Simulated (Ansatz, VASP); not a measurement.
**AlIn in two plane-wave programs**

Wanted: the spread between two codes on one cell, functional and k mesh. The cell is generated by rule, not measured, and may not be a known phase. The cell is taken from a series of runs on this material, whose earlier steps may have relaxed, scaled, displaced or heated it; both programs get it as it stands.

Main program and level: Ansatz 0.2.0; plane waves, with VASP 6.6.1 beside it; single point at PBEsol.

The structure was built from a prototype and need not be the compound's stable phase.

### 1. The starting structure

The structure is orthorhombic, space group Fddd (No. 70). The conventional cell has a = 8.066 Å, b = 8.066 Å, c = 11.407 Å, α = 90.00°, β = 90.00°, γ = 90.00°. Al has 6 In at 2.84 to 2.87 Å nearest. Nearest to In lie 6 Al at 2.84 to 2.87 Å. Farther neighbours are not listed.

### 2. VASP: single point, PBEsol, pair 1

With cell and atoms fixed, the geometry can't cause a difference; cores, projectors, grids and the points listed under the comparison can.

Lines of VASP's logs that name or quote its potential files are left out, and so is its time.

The input, INCAR:

```
SYSTEM = AlIn
PREC = Accurate
ENCUT = 500
EDIFF = 1E-06
NELM = 120
ISMEAR = 1
SIGMA = 0.2
LREAL = .FALSE.
ALGO = Normal
GGA = PS
NBANDS = 40
LORBIT = 11
LWAVE = .FALSE.
LCHARG = .FALSE.
ISIF = 2
LASPH = .TRUE.
GGA_COMPAT = .FALSE.
KPAR = 2
```

The input, POSCAR:

```
AlIn
1.0
    0.0000000000      0.0000000000     -5.7036097157
    5.7036097157      0.0000000000      0.0000000000
    2.8518048579     -5.7036097157     -2.8518048579
Al In
4 4
Direct
    0.5173565434      0.0173565434      0.0000000000
    0.9826434566      0.4826434566      0.0000000000
    0.2673565434      0.2673565434      0.5000000000
    0.7326434566      0.7326434566      0.5000000000
    0.4850951042      0.5149048958      0.0000000000
    0.0149048958      0.9850951042      0.0000000000
    0.2350951042      0.7649048958      0.5000000000
    0.7649048958      0.2350951042      0.5000000000
```

The input, KPOINTS:

```
Automatic mesh
0
Gamma
8 8 8
0 0 0
```

PAW data sets: Al and In_d (PBE family, release 64).

Command:

```console
mpirun -np 2 vasp_std
```

Numbers of over 12 decimals in the logs are rounded to 6 here.

The program printed:

```text
[banner, memory and clock lines left out]
running    2 mpi-ranks, on    1 nodes
 distrk:  each k-point on    1 cores,    2 groups
 distr:  one band on    1 cores,    1 groups

 POSCAR found type information on POSCAR AlIn
 POSCAR found :  2 types and       8 ions
|                                                                             |
|               ----> ADVICE to this user running VASP <----                  |
|                                                                             |
|     You enforced a specific xc type in the INCAR file but a different       |
|     [... a line on the potential file left out ...]
|     I HOPE YOU KNOW WHAT YOU ARE DOING!                                     |
|                                                                             |

 LDA part: xc-table for (Slater+PW92), standard interpolation
 POSCAR, INCAR and KPOINTS ok, starting setup
 FFT: planning ... GRIDC
 FFT: planning ... GRID_SOFT
 FFT: planning ... GRID
 WAVECAR not read
 entering main loop
       N       E                     dE             d eps       ncg     rms          rms(c)
DAV:   1     0.553264216854E+03    0.55326E+03   -0.27563E+04  7600   0.178E+03
DAV:   2     0.286321158527E+02   -0.52463E+03   -0.51177E+03  7656   0.453E+02
DAV:   3    -0.242313669660E+02   -0.52863E+02   -0.51183E+02  9200   0.166E+02
DAV:   4    -0.262461973458E+02   -0.20148E+01   -0.20063E+01  9144   0.347E+01
DAV:   5    -0.263641215253E+02   -0.11792E+00   -0.11792E+00 12192   0.666E+00    0.687E+00
DAV:   6    -0.260926182963E+02    0.27150E+00   -0.61894E-01  9888   0.939E+00    0.327E+00
DAV:   7    -0.260404128879E+02    0.52205E-01   -0.15493E-01 10368   0.405E+00    0.806E-01
DAV:   8    -0.260355581188E+02    0.48548E-02   -0.10451E-02 10080   0.102E+00    0.409E-01
DAV:   9    -0.260344651852E+02    0.10929E-02   -0.13195E-03  9920   0.210E-01    0.883E-02
DAV:  10    -0.260344684524E+02   -0.32673E-05   -0.11136E-04 11456   0.802E-02    0.175E-02
DAV:  11    -0.260344712556E+02   -0.28032E-05   -0.43381E-06  8016   0.129E-02    0.113E-02
DAV:  12    -0.260344710392E+02    0.21638E-06   -0.33935E-07  5144   0.537E-03
   1 F= -.26034471E+02 E0= -.26034920E+02  d E =0.134539E-02
```

OUTCAR, selected parts (step 2):

```text
ion  position               nearest neighbor table
   1  0.517  0.017  0.000-   5 2.84   6 2.84   7 2.86   8 2.86   5 2.87   6 2.87
   2  0.983  0.483  0.000-   5 2.84   6 2.84   7 2.86   8 2.86   5 2.87   6 2.87
   3  0.267  0.267  0.500-   7 2.84   8 2.84   6 2.86   5 2.86   7 2.87   8 2.87
   4  0.733  0.733  0.500-   7 2.84   8 2.84   6 2.86   5 2.86   7 2.87   8 2.87
   5  0.485  0.515  0.000-   1 2.84   2 2.84   3 2.86   4 2.86   1 2.87   2 2.87   6 3.79   8 3.92
                             8 3.92
   6  0.015  0.985  0.000-   1 2.84   2 2.84   4 2.86   3 2.86   1 2.87   2 2.87   5 3.79   7 3.92
                             7 3.92
   7  0.235  0.765  0.500-   3 2.84   4 2.84   2 2.86   1 2.86   3 2.87   4 2.87   8 3.79   6 3.92
                             6 3.92
   8  0.765  0.235  0.500-   3 2.84   4 2.84   1 2.86   2 2.86   3 2.87   4 2.87   7 3.79   5 3.92
                             5 3.92

  LATTYP: Found a body centered tetragonal cell.
 ALAT       =     5.7036097157
 C/A-ratio  =     2.0000000000

 Subroutine GETGRP returns: Found  8 space group operations
 (whereof  2 operations were pure point group operations)

The static configuration has the point symmetry C_2 .
 The point group associated with its full space group is D_2h.

 Found     95 irreducible k-points:

   k-points           NKPTS =     95   k-points in BZ     NKDIM =     95   number of bands    NBANDS=     40

   dimension x,y,z NGX =    42 NGY =   42 NGZ =   54
   dimension x,y,z NGXF=    84 NGYF=   84 NGZF=  108

   ENCUT  =  500.0 eV  36.75 Ry    6.06 a.u.  10.40 10.40 12.74*2*pi/ulx,y,z

   NELECT =      64.0000    total number of electrons

 k-points in reciprocal lattice and weights: Automatic mesh
   0.00000000  0.00000000  0.00000000       0.002
   0.12500000  0.00000000  0.00000000       0.016
   0.25000000  0.00000000  0.00000000       0.016
   0.37500000  0.00000000 -0.00000000       0.016
   0.50000000  0.00000000  0.00000000       0.008
   0.12500000  0.12500000  0.00000000       0.008
   0.12500000 -0.12500000 -0.12500000       0.008
   0.25000000  0.12500000 -0.00000000       0.016
   0.12500000 -0.25000000 -0.25000000       0.016
[...]
-0.12500000  0.12500000  0.50000000       0.004
   0.00000000  0.00000000  0.50000000       0.002

 average (electrostatic) potential at core
       1 -73.9208       2 -73.9208       3 -73.9208       4 -73.9208       5 -94.4111
       6 -94.4111       7 -94.4111       8 -94.4111

 E-fermi :   6.5103

 k-point     1 :       0.0000    0.0000    0.0000
  band No.  band energies     occupation
    ...
     30       3.7575      2.00000
     31       3.7626      2.00000
     32       5.7773      2.00000
     33       5.8358      2.00002
     34       5.8464      2.00003
     35       8.9776     -0.00000
     36       8.9780     -0.00000
     37       8.9786     -0.00000
     38       9.5836     -0.00000
     39      11.4674      0.00000
    ...

 k-point     2 :       0.1250    0.0000    0.0000
  band No.  band energies     occupation
    ...
     29       4.0798      2.00000
     30       4.2434      2.00000
     31       4.7284      2.00000
     32       4.7749      2.00000
     33       5.5923      2.00000
     34       7.0643     -0.00064
     35       8.2987     -0.00000
     36       8.6694     -0.00000
     37       8.9832     -0.00000
     38       9.9819     -0.00000
    ...

 k-point     3 :       0.2500    0.0000    0.0000
  band No.  band energies     occupation
    ...
     29       3.9590      2.00000
     30       4.6127      2.00000
     31       5.0566      2.00000
     32       5.3299      2.00000
     33       6.2817      2.06863
     34       7.1035     -0.00023
     35       7.9217     -0.00000
     36       8.4768     -0.00000
     37       8.9452     -0.00000
     38       9.0206     -0.00000
    ...

  Total       -0.3140032     -0.3381591     -0.3140032      0.0000000     -0.0000000      0.1445140
  in kB       -2.7114107     -2.9199962     -2.7114107      0.0000000     -0.0000000      1.2478752
  external PRESSURE =      -2.7809392 kB  Pullay stress =       0.0000000 kB

  energy-cutoff  :      500.00
  volume of cell :      185.55
      direct lattice vectors                 reciprocal lattice vectors
     0.000000000  0.000000000 -5.703609716     0.000000000  0.087663782 -0.175327564
     5.703609716  0.000000000  0.000000000     0.175327564  0.087663782  0.000000000
     2.851804858 -5.703609716 -2.851804858     0.000000000 -0.175327564  0.000000000

 POSITION                                       TOTAL-FORCE (eV/Angst)
 -----------------------------------------------------------------------------------
      0.09899      0.00000     -2.95080         0.030239     -0.000000     -0.030239
      2.75281      0.00000     -5.60461        -0.030239      0.000000      0.030239
      2.95080     -2.85180     -2.95080         0.030239     -0.000000     -0.030239
      5.60461     -2.85180     -5.60461        -0.030239     -0.000000      0.030239
      2.93682      0.00000     -2.76679         0.104027     -0.000000      0.104027
      5.61860      0.00000     -0.08501        -0.104027     -0.000000     -0.104027
      5.78862     -2.85180     -2.76679         0.104027      0.000000      0.104027
      2.76679     -2.85180     -5.78862        -0.104027      0.000000     -0.104027
 -----------------------------------------------------------------------------------
    total drift:                                0.000000     -0.000000     -0.000000

  FREE ENERGIE OF THE ION-ELECTRON SYSTEM (eV)
  ---------------------------------------------------
  free  energy   TOTEN  =       -26.0344710392 eV

  energy  without entropy=      -26.0358164245  energy(sigma->0) =      -26.03491950

 total charge
# of ion       s       p       d       tot
------------------------------------------
    1        0.474   0.291   0.000   0.765
    2        0.474   0.291   0.000   0.765
    3        0.474   0.291   0.000   0.765
    4        0.474   0.291   0.000   0.765
    5        0.951   0.679   9.842  11.473
    6        0.951   0.679   9.842  11.473
    7        0.951   0.679   9.842  11.473
    8        0.951   0.679   9.842  11.473
--------------------------------------------------
tot          5.702   3.879  39.368  48.949

[... 3 further parts left out ...]
```

The run ends at a pressure of -0.28 GPa, with forces up to 0.15 eV/Å.

### 3. Ansatz: single point, PBEsol, pair 1

Ansatz runs on its default PAW (the set named soft_2) files.

The same cell, functional, mesh and smearing now go to Ansatz, which takes its cutoff from its data sets.

The input, input.yaml:

```yaml
crystal:
  lattice:
    - [0.0, 0.0, -5.7036097157]
    - [5.7036097157, 0.0, 0.0]
    - [2.8518048579, -5.7036097157, -2.8518048579]
  atoms:
    - { symbol: Al, position: [0.5173565434, 0.0173565434, 0.0] }
    - { symbol: Al, position: [-0.0173565434, 0.4826434566, 0.0] }
    - { symbol: Al, position: [0.2673565434, 0.2673565434, 0.5] }
    - { symbol: Al, position: [0.7326434566, 0.7326434566, 0.5] }
    - { symbol: In, position: [0.4850951042, 0.5149048958, 0.0] }
    - { symbol: In, position: [0.0149048958, -0.0149048958, 0.0] }
    - { symbol: In, position: [0.2350951042, 0.7649048958, 0.5] }
    - { symbol: In, position: [0.7649048958, 0.2350951042, 0.5] }
kpoints:
  mp_grid: { grid: [8, 8, 8] }
hamiltonian:
  xc: pbesol
scf:
  occupations: { method: methfessel_paxton, width: 0.2 }
output:
  forces: true
  stress: true
  eigenvalues: true
```

Command:

```console
ansatz run input.yaml --threads 4 --pin off --max-ram 7168MiB --backend cpu --events-out ev --progress --plain --runs-dir out
```

The program printed:

```text
Engine: ansatz 0.2.0, x86_64-unknown-linux-gnu
Pseudopotentials: kind: paw
Pseudopotential: Al, paw, valence charge 3, recommended cutoff 420 eV (normal), Al.paw.azcp
Pseudopotential: In, paw, valence charge 13, recommended cutoff 420 eV (normal), In.paw.azcp
Functional definition: PBEsol
  exchange = pbesol_x
  correlation = pbesol_c
Crystal: 8 atoms, lattice volume = 185.545 Å³
Basis set: ecut = 420 eV, 3611 PW (Γ), exchange–correlation on 80×80×96 points (8 copies of the dense FFT grid, shifted against one another)
Bands: 40, of which v1, the nominal top of the filled ones, is band 32 counted from 1 (31 counted from 0)
Symmetry: 8 space group operations
Space group: Fddd (ITA 70), of the structure as read, at distance tolerance 5.7e-5 Å
k-points: 95 of 512
Non-local potential: Al, projectors of the file, l = 0: 2, l = 1: 2, l = 2: 1
Non-local potential: In, projectors of the file, l = 0: 2, l = 1: 2, l = 2: 2, l = 3: 2
PAW form: soft (Blöchl's): semilocal exchange-correlation on the pseudo side does not see the compensation charge
PAW frozen core: Al, regenerated for the run's functional, and the local potential with it (the file was generated under x = pbe(κ = 0.804, μ = 0.219515), c = pbe(β = 0.066725))
PAW frozen core: In, regenerated for the run's functional, and the local potential with it (the file was generated under x = pbe(κ = 0.804, μ = 0.219515), c = pbe(β = 0.066725))
PAW one-centre angular grid: Al, 110 points (default); XC on 64 Gauss nodes
PAW one-centre angular grid: In, 590 points (default); XC on 64 Gauss nodes
Initial density: superposition of atomic densities (neutral atoms: chi_scale 0, normalization atom), corrected by the library's trained network
Initial wavefunctions: pseudopotential atomic-orbital guess
Functional: x = pbesol(κ = 0.804, μ = 0.123457), c = pbesol(β = 0.046)
SCF iter   1: F=—  HF=-24197.557739 eV  |F-HF|=—  |Δ(HF+E_count)|=         —  Δρ=2.95e-3  dr2=1.77e-2  ethr=1.77e-3  ⟨swp⟩=9.8  Hψ=18275  notcnv=0
preconditioner: auto → Kerker (q_TF=auto, 2.285 Å⁻¹)  [metal: Δε(μ)=0.001 eV  Ē_g=12.442 eV  σ=0.200 eV  W_gap=0.01  n_scr=36 (ndim 8)  ℏωp=21.8 eV  f_vac=0.000  D(μ)=3.80/eV (n_scr^D=22)]
SCF iter   2: F=—  HF=-24197.548725 eV  |F-HF|=—  |Δ(HF+E_count)|=   9.01e-3  S|Δr|=    0.00e0  Δρ=1.63e-3  dr2=6.80e-3  ethr=2.76e-5  ⟨swp⟩=2.2  Hψ=7100  notcnv=0
SCF iter   3: F=—  HF=-24197.546590 eV  |F-HF|=—  |Δ(HF+E_count)|=   2.13e-3  S|Δr|=    0.00e0  Δρ=4.90e-4  dr2=5.57e-4  ethr=1.06e-5  ⟨swp⟩=2.2  Hψ=6448  notcnv=0
SCF iter   4: F=—  HF=-24197.546508 eV  |F-HF|=—  |Δ(HF+E_count)|=   8.30e-5  S|Δr|=    0.00e0  Δρ=3.24e-4  dr2=1.45e-4  ethr=8.70e-7  ⟨swp⟩=2.0  Hψ=6690  notcnv=0
SCF iter   5: F=—  HF=-24197.546446 eV  |F-HF|=—  |Δ(HF+E_count)|=   6.10e-5  S|Δr|=    0.00e0  Δρ=3.34e-5  dr2=2.40e-6  ethr=2.26e-7  ⟨swp⟩=2.1  Hψ=6204  notcnv=0
SCF iter   6: F=—  HF=-24197.546475 eV  |F-HF|=—  |Δ(HF+E_count)|=   2.89e-5  S|Δr|=    0.00e0  Δρ=1.02e-5  dr2=2.35e-7  ethr=3.75e-9  ⟨swp⟩=2.1  Hψ=4288  notcnv=0
SCF iter   7: F=-24197.546475 eV  HF=-24197.546475 eV  |F-HF|=2.44e-9  |Δ(HF+E_count)|=   2.26e-8  S|Δr|=    0.00e0  Δρ=1.25e-6  dr2=4.34e-9  ethr=1.56e-10  ⟨swp⟩=8.8  Hψ=15392  notcnv=0
SCF 1 converged in 7 iterations: F = -24197.546475 eV  dr2 = 4.34e-9
  greatest PAW one-centre occupation: 0.981 electrons in one spin orbital (limit 2), on the In atom at site 6 (counted from 0), in its partial waves of l = 2
SCF converged after 7 iterations
Stability not checked: this state was not tested for a lower state beside it, because cold or Methfessel-Paxton smearing, or corrected tetrahedra, fill the levels in a way that the test cannot read (fill_not_monotonic; see scf.lower_state_search)
Free energy (F): -24197.546475 eV
Harris-Foulkes:  -24197.546475 eV  (|F-HF|=2.44e-9)
Internal energy: -24197.547828 eV  (E = F + TS)
E sigma→0 (E₀):  -24197.546813 eV
Entropy (-TS):   0.001352 eV (0.169 meV/atom)
Fermi energy:    8.019105 eV
Step filling:    the computed levels leave a gap of 0.0042 eV = 0.0 smearing widths at the electron count; against every level under it full and every level over it empty, smearing changes F+E_penalty+E_count by -0.279 meV and its σ→0 estimate by -0.617 meV
--- Per-component energies (eV) ---
  E_band       = -152.296397
  E_kinetic    = 1053.718828
  E_local      = -5129.527116  (includes V_loc(G=0)·N_el)
  E_nonlocal   = 1511.850432
  E_hartree    = 2069.272346
  E_xc         = -1010.111618
  E_vxc        = -513.934026  (∫ρ·V_xc dr)
  E_paw        = -18146.462768  (= ΣΔE_a)
  E_vpaw       = -1212.952690  (= ΣTr[D̂ρ^β])
  E_aug_tail   = 0.000090  (compensation charges beyond the density's cutoff)
  E_ewald      = -4547.308188
  E_core_change = 1.020166  (= ΣΔE_core)
  E_smearing   = 0.001352  (= −TS)
  E_closure    = -0.000000  (closes the sum)
  Σ components = -24197.546475   (vs F -24197.546475, Δ=0.00e0)
--- Forces (eV/Å), atoms counted from 1 ---
  atom   1  Al     0.02989608     0.00000000    -0.02989608
  atom   2  Al    -0.02989608    -0.00000000     0.02989608
  atom   3  Al     0.02989608     0.00000000    -0.02989608
  atom   4  Al    -0.02989608    -0.00000000     0.02989608
  atom   5  In     0.10389133     0.00000000     0.10389133
  atom   6  In    -0.10389133    -0.00000000    -0.10389133
  atom   7  In     0.10389133     0.00000000     0.10389133
  atom   8  In    -0.10389133     0.00000000    -0.10389133
  max |Σ_I F_I| component: 4.16e-17 eV/Å
--- Stress (GPa, compression-positive) ---
       -0.264451      -0.000000       0.125670
       -0.000000      -0.285473       0.000000
        0.125670       0.000000      -0.264451
  P = ⅓ Tr σ = -0.2715 GPa (-2.715 kbar)
--- Band table (eV; the first three rows and the last of 95) ---
  k-point 0: bands = [... 28 lower, 5.1993, 5.2682, 5.2734, 7.2833, 7.3456, 7.3562, 10.4853, 10.4858, ... 4 higher]
  k-point 1: bands = [... 28 lower, 4.8325, 5.8295, 5.8324, 7.3477, 7.4205, 7.4305, 10.1233, 10.2480, ... 4 higher]
  k-point 2: bands = [... 28 lower, 6.1321, 6.4756, 6.4798, 7.5497, 7.6422, 7.6502, 9.4422, 9.7009, ... 4 higher]
  k-point 94: bands = [... 28 lower, 6.3960, 6.3960, 9.9352, 9.9352, 10.7602, 10.7602, 10.8059, 10.8059, ... 4 higher]
```

The run ends at a pressure of -0.27 GPa, with forces up to 0.15 eV/Å.

### 4. Differences

Known differences besides the potentials themselves: the cutoff is 420 eV in Ansatz and 500 eV in VASP; Ansatz makes its cores anew for this functional, VASP keeps those of its PBE data sets. Total energies have different zeros and are not compared.

The two programs side by side:

```
      quantity  Ansatz   VASP  difference
pressure (GPa)   -0.27  -0.28       +0.01
```

Forces (eV/Å; atoms numbered as in POSCAR):

```
atom         Ansatz x, y, z           VASP x, y, z
 Al1   0.030, 0.000, -0.030   0.030, 0.000, -0.030
 Al2   -0.030, 0.000, 0.030   -0.030, 0.000, 0.030
 Al3   0.030, 0.000, -0.030   0.030, 0.000, -0.030
 Al4   -0.030, 0.000, 0.030   -0.030, 0.000, 0.030
 In5    0.104, 0.000, 0.104    0.104, 0.000, 0.104
 In6  -0.104, 0.000, -0.104  -0.104, 0.000, -0.104
 In7    0.104, 0.000, 0.104    0.104, 0.000, 0.104
 In8  -0.104, 0.000, -0.104  -0.104, 0.000, -0.104
```

The forces differ by 0.2 meV/Å r.m.s., which is 0.3 % of the r.m.s. force of 0.063 eV/Å (both taken over all components).

(Continued in part 2 of 2.)

[Lines on the potential files, build, host, timing and source positions are cut from VASP's logs without a mark.]

[Logs are printed without paths, hosts, clocks, repeated set-up lines and the standing remarks that a program may print on its own settings, such as how far it seeks lower states.]

[Hosts, paths, dates, database ids (printed as entryN), source tags and the programs' standing remarks are cut or masked in the printed files.]
